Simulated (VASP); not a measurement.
MgTe, 2 atoms in the cell. The typed cell holds 2 atoms: a = 4.571 Å, b = 4.571 Å, c = 4.571 Å, α = 60.00°, β = 60.00°, γ = 60.00°. The cell comes from a database or a generator and needn't be the stable form of this composition. The cell isn't the ideal one: atoms moved at random, drawn with an rms of 0.05 Å.

* Program: VASP 6.6.1
* Task: single point
* Functional: PBE
* Potentials or basis: VASP PAW PBE potentials, release 64 (Te, Mg)
* Cutoff: 520 eV
* k mesh: 7 × 7 × 7
* Occupations: fermi-dirac, width 0.05 eV
* Spin: no spin polarisation
* Further INCAR settings: ALGO = Normal; EDIFF = 1e-07; NBANDS = 11

Potentials or basis: VASP PAW PBE potentials, release 64 (Te, Mg).

Command:

```bash
$ cat potpaw_PBE.64/Te/POTCAR potpaw_PBE.64/Mg/POTCAR > POTCAR
$ mpirun -np 1 vasp_std > vasp.out
```

Hardware: 1 thread of Intel(R) Xeon(R) Platinum 8488C (Sapphire Rapids), with other jobs on the host.

Problem. Estimate the wall time of this run.

Solution. Wall time 94 s on 1 thread of Intel(R) Xeon(R) Platinum 8488C (Sapphire Rapids), on a shared host, peak memory 0.3 GiB. Counts: scf iterations 14, k points 172.
